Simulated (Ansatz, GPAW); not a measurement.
# Ballistic transport through octane-1,8-dithiol between two Pd chains, from relaxation to T(E), part 2 of 4

Wanted: T(E) of octane-1,8-dithiol between two Pd chains at a relaxed geometry in two programs, beside the unrelaxed structure.

GPAW 26.7.0 and Ansatz 0.2.0; Ansatz plane waves; relaxation of the junction with the lead ends held (the session's first sound run).

So far. Step 2 (Relaxing the atoms): The relaxation lowered the energy of the cell by 2.05 eV.

### 3. Plane-wave reference (PBE)

Plane waves give the reference curve, free of the bias of atom-centred orbitals.

This step: Ansatz plane waves; Landauer transmission by layers, zero bias (Ansatz 0.2.0).

input.yaml reads:

```yaml
crystal:
  lattice:
    - [12.6071723682, 0.0, 0.0]
    - [0.0, 9.5985367784, 0.0]
    - [0.0, 0.0, 50.862048331]
  atoms:
    - { symbol: Pd, position: [0.5, 0.5, 0.0245762812] }
    - { symbol: Pd, position: [0.5, 0.5, 0.0737288435] }
    - { symbol: Pd, position: [0.5, 0.5, 0.1228814058] }
    - { symbol: Pd, position: [0.5, 0.5, 0.1720339681] }
    - { symbol: Pd, position: [0.5, 0.5, 0.2211865304] }
    - { symbol: Pd, position: [0.5, 0.5, 0.2703390927] }
    - { symbol: Pd, position: [0.3998298176, 0.5398220648, 0.3121194947] }
    - { symbol: Pd, position: [0.5387269563, 0.4801124219, 0.3455570179] }
    - { symbol: S, position: [0.531527964, 0.5884017892, 0.383266945] }
    - { symbol: H, position: [0.5069435739, 0.3756002148, 0.4089635109] }
    - { symbol: C, position: [0.4796321009, 0.4836046546, 0.4109852075] }
    - { symbol: H, position: [0.3925575703, 0.4843843437, 0.4099098061] }
    - { symbol: H, position: [0.6058972827, 0.5496287281, 0.4369919356] }
    - { symbol: C, position: [0.5185537274, 0.5483393743, 0.4370031508] }
    - { symbol: H, position: [0.4932018387, 0.6580816693, 0.4377693515] }
    - { symbol: H, position: [0.5034043436, 0.361782764, 0.460923928] }
    - { symbol: C, position: [0.4788359231, 0.4719475667, 0.4618248172] }
    - { symbol: H, position: [0.39136773, 0.4715431927, 0.4619390638] }
    - { symbol: H, position: [0.6070766731, 0.5368800864, 0.4874577179] }
    - { symbol: C, position: [0.519580951, 0.5367724303, 0.4876794804] }
    - { symbol: H, position: [0.495536967, 0.6472167272, 0.4884138835] }
    - { symbol: H, position: [0.5047444712, 0.3523438455, 0.5120459405] }
    - { symbol: C, position: [0.4806829974, 0.4627820159, 0.512777892] }
    - { symbol: H, position: [0.3931874417, 0.4626526876, 0.5129983292] }
    - { symbol: H, position: [0.608892653, 0.5281134119, 0.5385088224] }
    - { symbol: C, position: [0.5214240832, 0.5276531905, 0.5386285609] }
    - { symbol: H, position: [0.4968181876, 0.6378044809, 0.5395261466] }
    - { symbol: H, position: [0.5071529019, 0.3415388983, 0.5626937626] }
    - { symbol: C, position: [0.4817614768, 0.4512641442, 0.5634564213] }
    - { symbol: H, position: [0.3944189817, 0.4499180533, 0.5634733463] }
    - { symbol: H, position: [0.6077737911, 0.5153023996, 0.5905350586] }
    - { symbol: C, position: [0.5206985754, 0.5160677212, 0.5894649065] }
    - { symbol: H, position: [0.4933840796, 0.6240682062, 0.5914810167] }
    - { symbol: S, position: [0.4688584662, 0.4113282728, 0.6171931782] }
    - { symbol: Pd, position: [0.4624339681, 0.5194780064, 0.6549235589] }
    - { symbol: Pd, position: [0.6020832365, 0.460067012, 0.6881800605] }
    - { symbol: Pd, position: [0.5, 0.5, 0.7296609073] }
    - { symbol: Pd, position: [0.5, 0.5, 0.7788134696] }
    - { symbol: Pd, position: [0.5, 0.5, 0.8279660319] }
    - { symbol: Pd, position: [0.5, 0.5, 0.8771185942] }
    - { symbol: Pd, position: [0.5, 0.5, 0.9262711565] }
    - { symbol: Pd, position: [0.5, 0.5, 0.9754237188] }
kpoints:
  mp_grid: { grid: [1, 1, 2] }
hamiltonian:
  xc: pbe
scf:
  occupations: { method: fermi_dirac, width: 0.1 }
output:
  transmission:
    leads: [[0, 1]]
    e_range: [-2, 2]
    de: 0.025
    kmesh: [1, 1]
    reduced_basis: true
  write_potential: true
  write_density: true
  volumetric_format: npy
  elf: true
```

On the command line:

```
$ ansatz run input.yaml --threads 4 --pin off --max-ram 8192MiB --backend cpu --events-out ev --progress --plain --runs-dir out
```

Numbers of over 12 decimals in the logs are rounded to 6 here.

Log:

```text
[...]
Crystal: 42 atoms, lattice volume = 6154.837 Å³
Basis set: ecut = 420 eV, 120191 PW (Γ)
Bands: 216, of which v1, the nominal top of the filled ones, is band 174 counted from 1 (173 counted from 0)
Symmetry: 1 space group operations
[...]
k-points: 2
[...]
SCF iter   1: F=—  HF=-115597.184355 eV  |F-HF|=—  |Δ(HF+E_count)|=         —  Δρ=4.22e-3  dr2=3.29e0  ethr=1.77e-3  ⟨swp⟩=11.5  Hψ=2536  notcnv=0  defer=23
[...]
SCF iter  14: F=-115597.045230 eV  HF=-115597.045230 eV  |F-HF|=3.12e-8  |Δ(HF+E_count)|=   8.14e-7  Δρ=5.49e-7  dr2=3.12e-8  ethr=2.87e-11  ⟨swp⟩=28.0  Hψ=1992  notcnv=0
[...]
SCF 1 converged in 14 iterations: F = -115597.045230 eV  dr2 = 3.12e-8
[...]
transmission: 8 of 80 steps passed
transmission: 16 of 80 steps passed
[...]
transmission: 80 of 80 steps passed
WARN: The input density's exchange-correlation potential varies sharply where the density is thin. Do not read a vacuum level from v_tot or v_xc, or from such a field of the output density. On a cell that repeats whose density bears no net charge and no dipole along the vacuum's axis use v_es (v_loc + v_h of the components); under efield.dipole_correction with no amplitude use v_es + v_field, which holds any external [...]
SCF converged after 14 iterations
the last check of whether an eigenvalue changes by more than its tolerance under the output density was not made (no_room)
Free energy (F): -115597.045230 eV
[...]
Internal energy: -115595.351816 eV  (E = F + TS)
E sigma→0 (E₀):  -115596.198523 eV
Entropy (-TS):   -1.693414 eV (-40.319 meV/atom)
Fermi energy:    -3.905734 eV
[...]
--- Band table (eV) ---
  k-point 0: bands = [... 170 lower, -4.0461, -3.9871, -3.9789, -3.9234, -3.9039, -3.8587, -3.8084, -3.8060, ... 38 higher]
  k-point 1: bands = [... 170 lower, -4.0461, -3.9869, -3.9779, -3.9234, -3.9049, -3.8576, -3.8090, -3.8061, ... 38 higher]
--- Transmission ---
  basis      : 1063 plane waves across, 80 finite elements along
  points     : 1, standing for a mesh of 1 x 1
  filling    : by the input's occupations and mesh, since the crystals that have channels conduct as metals do. If one of these is a semiconductor, that mesh has misplaced its level
  energies   : 161 from -2.000000 to 2.000000 eV about the Fermi level, 0.025000 eV apart; the leads are filled to 0.000000 eV, and channels, transmission and decay are at 0.000000 eV
  crystal 0  : Pd1, at the sites [0, 1], period 2.5000 Å, over 30.00 Å; its Hamiltonian steps by up to 3.0 meV
    offset         : up to 0.0000 Å between an atom of the period and one for which it stands
    filled         : 11.2 meV under the level at which it is neutral
    channels       : 4.000000e0 a spin
    conductance    : 2.5540e14 S/m² at 300 K; may be off by some 0.0 % by where its bands' edges are placed, 0.1 % from the distance to neutral
  junction   : crystal 0 to crystal 0, 0.70 to 49.06 Å
    transmission   : 8.017700e-4 a spin
    conductance    : 5.6806e10 S/m² at 300 K (5.7093e10 on every other energy)
    error estimate : 0.5 % from the energy spacing and 1.2 % from band edges of the leads and from resonances (wavevectors taken as independent; lower de), 5.6 % from the steps of its leads' Hamiltonians or their offsets (lay more layers), 10.8 % from the distance to neutral
    resistance     : 1.7600e1 Ω µm² beyond half of each lead's own
```

It took 8.8 h on 4 threads of Arm Neoverse N1, shared host; peak memory 6.9 GiB.

Numbers from this step:

| Property | Result |
| --- | --- |
| free energy | -115597.0452 eV |
| lead level | 0 eV from the Fermi level |
| transmission at the Fermi level (one spin) | 8.02e-4 |
| open channels of the lead at the Fermi level (one spin) | 4 |
| step of the potential along the lead | 3 meV |
| offset of the lead | 0 Å |
| filling of the lead less its bulk value, in size | 11.2 meV |
| conductance | 8.87e-4 G₀ |

One spin. Table of transmission, zone mean by energy, zero at the Fermi level:

energy (eV), log10 transmission, zone mean and a bar from the least value:
```
   -2.000       -2.3 #################
   -1.900       -2.6 ##############
   -1.800       -3.3 #########
   -1.700       -3.6 #######
   -1.600       -3.7 #######
   -1.500       -3.6 ########
   -1.400       -3.3 ##########
   -1.300       -2.4 ################
   -1.225       -0.5 ##############################
   -1.200       -0.8 ###########################
   -1.100       -3.2 ##########
   -1.000       -4.0 ####
   -0.900       -4.4 ##
   -0.800       -3.6 #######
   -0.700       -2.2 #################
   -0.600       -3.8 ######
   -0.500       -4.0 ####
   -0.400       -3.6 #######
   -0.300       -3.1 ###########
   -0.200       -2.9 #############
   -0.100       -3.5 ########
    0.000       -3.1 ###########
    0.100       -2.7 ##############
    0.200       -2.5 ################
    0.300       -2.6 ##############
    0.400       -2.8 #############
    0.500       -3.0 ###########
    0.600       -3.2 ##########
    0.700       -3.3 #########
    0.800       -3.5 ########
    0.900       -3.6 #######
    1.000       -3.7 #######
    1.100       -3.8 ######
    1.200       -3.9 #####
    1.300       -4.0 ####
    1.400       -4.1 ####
    1.500       -4.2 ###
    1.600       -4.3 ##
    1.700       -4.4 ##
    1.800       -4.4 #
    1.900       -4.5 #
    2.000       -4.6
```

One spin. Table of open channels, zone mean by energy, zero at the Fermi level:

| energy (eV) | open channels, zone mean |
| --- | --- |
| -2.000 | 3 |
| -1.900 | 3 |
| -1.800 | 3 |
| -1.700 | 3 |
| -1.600 | 3 |
| -1.500 | 3 |
| -1.400 | 3 |
| -1.300 | 3 |
| -1.200 | 3 |
| -1.100 | 5 |
| -1.000 | 5 |
| -0.900 | 5 |
| -0.800 | 5 |
| -0.700 | 5 |
| -0.600 | 5 |
| -0.500 | 4 |
| -0.400 | 4 |
| -0.300 | 4 |
| -0.200 | 4 |
| -0.100 | 4 |
| 0.000 | 4 |
| 0.100 | 4 |
| 0.200 | 1 |
| 0.300 | 1 |
| 0.400 | 1 |
| 0.500 | 1 |
| 0.600 | 1 |
| 0.700 | 1 |
| 0.800 | 1 |
| 0.900 | 1 |
| 1.000 | 1 |
| 1.100 | 1 |
| 1.200 | 1 |
| 1.300 | 1 |
| 1.400 | 1 |
| 1.500 | 1 |
| 1.600 | 1 |
| 1.700 | 1 |
| 1.800 | 1 |
| 1.900 | 1 |
| 2.000 | 1 |

Crystal 0, spin -, k parallel (0, 0); distinct values, listed up to 1.5 1/Å. Table of Im kz of the slowest decaying states by energy, zero at the Fermi level:

| energy (eV) | decay 1 (Å⁻¹) | decay 2 (Å⁻¹) | decay 3 (Å⁻¹) | decay 4 (Å⁻¹) |
| --- | --- | --- | --- | --- |
| -2.000 | 0.728 | 0.817 | 0.818 | 1.32 |
| -1.800 | 0.679 | 0.727 | 0.727 | 1.30 |
| -1.600 | 0.611 | 0.612 | 0.625 | 1.28 |
| -1.400 | 0.448 | 0.449 | 0.565 | 1.26 |
| -1.200 | 0.0338 | 0.0362 | 0.497 | 1.24 |
| -1.000 | 0.418 | 1.22 | 1.25 | 1.26 |
| -0.800 | 0.320 | 1.19 | 1.23 | 1.24 |
| -0.600 | 0.173 | 1.17 | 1.21 | 1.22 |
| -0.400 | 0.399 | 0.399 | 1.15 | 1.19 |
| -0.200 | 0.554 | 1.13 | 1.16 | 1.18 |
| 0.000 | 0.658 | 0.658 | 1.11 | 1.14 |
| 0.200 | 0.0862 | 0.0869 | 0.100 | 0.736 |
| 0.400 | 0.177 | 0.177 | 0.225 | 0.798 |
| 0.600 | 0.227 | 0.228 | 0.301 | 0.850 |
| 0.800 | 0.262 | 0.263 | 0.361 | 0.894 |
| 1.000 | 0.288 | 0.288 | 0.411 | 0.933 |
| 1.200 | 0.306 | 0.306 | 0.454 | 0.966 |
| 1.400 | 0.318 | 0.319 | 0.491 | 0.949 |
| 1.600 | 0.325 | 0.326 | 0.525 | 0.926 |
| 1.800 | 0.327 | 0.328 | 0.554 | 0.902 |
| 2.000 | 0.324 | 0.326 | 0.581 | 0.879 |

Crystal 0, spin -, k parallel (0, 0). Re kz of states that move upwards against energy, zero at the Fermi level:

| energy (eV) | channel 1 (Å⁻¹) | channel 2 (Å⁻¹) | channel 3 (Å⁻¹) | channel 4 (Å⁻¹) | channel 5 (Å⁻¹) |
| --- | --- | --- | --- | --- | --- |
| -2.000 | -0.781 | -0.780 | 0.603 | - | - |
| -1.800 | -0.711 | -0.710 | 0.637 | - | - |
| -1.600 | -0.646 | -0.646 | 0.672 | - | - |
| -1.400 | -0.585 | -0.585 | 0.707 | - | - |
| -1.200 | -0.527 | -0.527 | 0.744 | - | - |
| -1.000 | -0.470 | -0.470 | 0.492 | 0.492 | 0.783 |
| -0.800 | -0.413 | -0.413 | 0.756 | 0.756 | 0.826 |
| -0.600 | -0.355 | -0.354 | 0.873 | 1.12 | 1.12 |
| -0.400 | -0.294 | -0.293 | 0.204 | 0.927 | - |
| -0.200 | -0.226 | -0.226 | 0.335 | 0.992 | - |
| 0.000 | -0.141 | -0.141 | 0.425 | 1.08 | - |
| 0.200 | 0.497 | - | - | - | - |
| 0.400 | 0.557 | - | - | - | - |
| 0.600 | 0.609 | - | - | - | - |
| 0.800 | 0.655 | - | - | - | - |
| 1.000 | 0.695 | - | - | - | - |
| 1.200 | 0.732 | - | - | - | - |
| 1.400 | 0.765 | - | - | - | - |
| 1.600 | 0.796 | - | - | - | - |
| 1.800 | 0.825 | - | - | - | - |
| 2.000 | 0.853 | - | - | - | - |

The electrostatic potential energy of an electron (with the applied field's), less the Fermi level, planar mean oscillates, so the rows of the table below give means over windows of 2.5 Å about each position, cut where the curve ends. Its first 14 maxima inside the range that stand out by 2 % of the span (Å: eV): 2.5: 5.12, 4.9: 5.11, 7.5: 5.10, 10.0: 5.08, 12.4: 5.04, 14.8: 4.80, 16.7: 4.36, 18.6: 4.71, 20.2: 4.37, 21.6: 4.36, 22.9: 4.23, 24.2: 4.26, 25.4: 4.21, 26.7: 4.26. Its first 14 minima: 1.3: 4.03, 3.8: 4.04, 6.2: 4.02, 8.8: 4.00, 11.3: 3.97, 13.7: 3.93, 16.0: 3.80, 17.5: 3.79, 19.6: 4.13, 20.9: 3.67, 22.2: 3.58, 23.5: 3.51, 24.9: 3.51, 26.1: 3.52.

Table of electrostatic potential energy of an electron (with the applied field's), less the Fermi level, planar mean by z; means over each step:

| z (Å) | electrostatic potential energy of an electron (with the applied field's), less the Fermi level, planar mean (eV) |
| --- | --- |
| 0.0 | 4.62 |
| 2.5 | 4.62 |
| 5.0 | 4.61 |
| 7.5 | 4.60 |
| 10.0 | 4.58 |
| 12.5 | 4.54 |
| 15.0 | 4.26 |
| 17.5 | 4.21 |
| 20.0 | 4.15 |
| 22.5 | 3.94 |
| 25.0 | 3.89 |
| 27.5 | 3.91 |
| 30.0 | 4.09 |
| 32.5 | 4.23 |
| 35.0 | 4.24 |
| 37.5 | 4.51 |
| 40.0 | 4.56 |
| 42.5 | 4.59 |
| 45.0 | 4.61 |
| 47.5 | 4.62 |
| 50.0 | 4.50 |

The valence density, planar mean oscillates, so the rows of the table below give means over windows of 1 Å about each position, cut where the curve ends. Its first 14 maxima inside the range that stand out by 2 % of the span (Å: e/Å³): 1.3: 0.141, 3.8: 0.140, 6.2: 0.141, 8.8: 0.142, 11.3: 0.140, 13.7: 0.141, 15.8: 0.142, 17.5: 0.142, 20.8: 0.0470, 22.3: 0.0466, 23.5: 0.0472, 24.9: 0.0469, 26.0: 0.0465, 27.4: 0.0472. Its first 14 minima: 2.5: 0.0100, 4.9: 0.0101, 7.5: 0.00994, 10.0: 0.0100, 12.4: 0.0102, 14.8: 0.0161, 16.7: 0.0328, 18.6: 0.0216, 21.6: 0.0282, 22.9: 0.0323, 24.2: 0.0292, 25.4: 0.0316, 26.7: 0.0293, 28.0: 0.0325.

The valence density, planar mean by z; means over each step:

| z (Å) | valence density, planar mean (e/Å³) |
| --- | --- |
| 0 | 0.0150 |
| 1 | 0.0996 |
| 2 | 0.0417 |
| 3 | 0.0416 |
| 4 | 0.0997 |
| 5 | 0.0147 |
| 6 | 0.100 |
| 7 | 0.0413 |
| 8 | 0.0415 |
| 9 | 0.0998 |
| 10 | 0.0150 |
| 11 | 0.0995 |
| 12 | 0.0417 |
| 13 | 0.0419 |
| 14 | 0.101 |
| 15 | 0.0350 |
| 16 | 0.111 |
| 17 | 0.0721 |
| 18 | 0.0839 |
| 19 | 0.0274 |
| 20 | 0.0327 |
| 21 | 0.0396 |
| 22 | 0.0382 |
| 23 | 0.0383 |
| 24 | 0.0356 |
| 25 | 0.0398 |
| 26 | 0.0402 |
| 27 | 0.0368 |
| 28 | 0.0379 |
| 29 | 0.0367 |
| 30 | 0.0403 |
| 31 | 0.0322 |
| 32 | 0.0265 |
| 33 | 0.0964 |
| 34 | 0.0641 |
| 35 | 0.114 |
| 36 | 0.0301 |
| 37 | 0.110 |
| 38 | 0.0290 |
| 39 | 0.0576 |
| 40 | 0.0852 |
| 41 | 0.0169 |
| 42 | 0.109 |
| 43 | 0.0287 |
| 44 | 0.0575 |
| 45 | 0.0855 |
| 46 | 0.0167 |
| 47 | 0.109 |
| 48 | 0.0288 |
| 49 | 0.0576 |
| 50 | 0.0853 |

ELF in the cb plane at fractional x = 0.493, with atoms of Pd and H and C within 0.2 Å of it. It is the smooth field of the valence electrons, not physical close to the nuclei.

Ten even steps from '0' (0.00 × 1e-1) to '9' (9.98 × 1e-1), each cell a mean:
```
00000000000000000000000000000000000000000000
00000000000000000000000000000000000000000000
00000000000000000000000000000000000000000000
00000000000000000000000012100000110000021000
00000000000000000000000244410002652000365100
00000000000000000000002467630017995001798500
00000000110000110000014788851049997104999710
11111111111111111111125899861059998105999810
11111111121111111111136898861049996105999710
23332112333212221222236876763247875214798511
35554223555312222223325766886686367657645754
44344224434422222235533666874598589659857966
35444224545412222245542333553366577227767732
24543213454211221134432211479862136776324665
12221111222111111123322100599971038997203799
11111111111111100012221000699981059999204999
11110001111100000011111000599960049998103999
00000000000000000000100000278730028996002899
00000000000000000000000000024300004762000587
00000000000000000000000000001000001220000133
00000000000000000000000000000000000000000000
00000000000000000000000000000000000000000000
00000000000000000000000000000000000000000000
00000000000000000000000000000000000000000000
```
Columns run along c (16.0 Å, from fractional 0.21 to 0.52 of the cell), rows up along b (9.6 Å). Atoms in or near the plane, at fractional coordinates: Pd at (0.22, 0.50), Pd at (0.27, 0.50), H at (0.41, 0.38), C at (0.41, 0.48), H at (0.44, 0.66), H at (0.46, 0.36), C at (0.46, 0.47), H at (0.49, 0.65), H at (0.51, 0.35), C at (0.51, 0.46).

Electrostatic potential energy in the cb plane at fractional x = 0.493, with atoms of Pd and H and C within 0.2 Å of it. With pseudopotentials it is smooth inside the atoms' cores, unlike the true potential.

Values in eV, 13 rows by 16 columns, each cell a mean:
```
  1   1   1   1   1   1   1   1   1   1   1   1   1   1   1   1
  1   1   1   1   1   1   1   1   1   1   1   1   1   1   1   1
  0   1   1   0   1   1   1   1   1   1   1   1   1   1   1   1
 -3   0   0  -1   0  -1   0   1   1   1   1   1   1   1   1   1
-24  -2  -5 -21   0 -16  -7   1  -2  -4   0   1  -2  -1   0  -2
-32  -8 -12 -23  -3 -23  -9  -1 -22 -30  -2  -1 -26 -21 -11 -33
-24 -32 -27 -26 -34 -30 -20 -17 -28 -35  -3  -4 -42 -35 -22 -47
 -2 -24 -13  -7 -35  -6 -25 -36  -7  -6  -1  -1 -17 -13  -6 -22
  0 -16  -5  -1 -20  -1  -9 -16   0   1   1   1   0   0   0   0
  0  -1   0   0  -1   1   1   1   1   1   1   1   1   1   1   1
  1   1   1   1   1   1   1   1   1   1   1   1   1   1   1   1
  1   1   1   1   1   1   1   1   1   1   1   1   1   1   1   1
  1   1   1   1   1   1   1   1   1   1   1   1   1   1   1   1
```
Columns run along c (16.0 Å, from fractional 0.48 to 0.79 of the cell; values clipped at the 3rd and 97th percentile), rows up along b (9.6 Å). Atoms in or near the plane, at fractional coordinates: H at (0.49, 0.65), H at (0.51, 0.35), C at (0.51, 0.46), H at (0.54, 0.64), H at (0.56, 0.34), C at (0.56, 0.45), H at (0.59, 0.62), Pd at (0.73, 0.50), Pd at (0.78, 0.50).

Valence density in the cb plane at fractional x = 0.493, with atoms of Pd and H and C within 0.2 Å of it. It is the smooth field of the valence electrons, not physical close to the nuclei.

Ten steps, logarithmic in the rise over the least value, from '0' (0 e/Å³) to '9' (12 e/Å³), each cell a mean:
```
00000000000000000000000000000000000000000000
00000000000000000000000000000000000000000000
00000000000000000000000000000000000000000000
00000000000000000000000000000000000000000000
00000000000000000000000000000000000000000000
00000000000000000000000000000000000000000000
10000111000001000000000000000000000000000000
31001343100123210001221000000000000000000000
42112454210245420013542000012221000000111110
43223454311245431124553100135653100012344321
54444555433455543234553211257885211113788632
55555555555555555455554333358986321124899843
45555444555544555555544444446874221124899743
34554223455432345543334444433442211112577532
24553112455311245532124444422111111111233211
13442001354210135521113444311000000000011000
01211000122100023310011232100000000000000000
00000000000000001100000111000000000000000000
00000000000000000000000000000000000000000000
00000000000000000000000000000000000000000000
00000000000000000000000000000000000000000000
00000000000000000000000000000000000000000000
00000000000000000000000000000000000000000000
00000000000000000000000000000000000000000000
```
Columns run along c (16.0 Å, from fractional 0.45 to 0.76 of the cell), rows up along b (9.6 Å). Atoms in or near the plane, at fractional coordinates: H at (0.46, 0.36), C at (0.46, 0.47), H at (0.49, 0.65), H at (0.51, 0.35), C at (0.51, 0.46), H at (0.54, 0.64), H at (0.56, 0.34), C at (0.56, 0.45), H at (0.59, 0.62), Pd at (0.73, 0.50).

The largest of the program's own error estimates on the conductance is 11 %. T at the Fermi level is 8.0e-4 of 4 open channels a spin.

(Part 2 of 4 ends here.)

[Logs are printed without paths, hosts, clocks, repeated set-up lines and the standing remarks that a program may print on its own settings, such as how far it seeks lower states.]

[Hosts, paths, dates, database ids (printed as entryN), source tags and the programs' standing remarks are cut or masked in the printed files.]
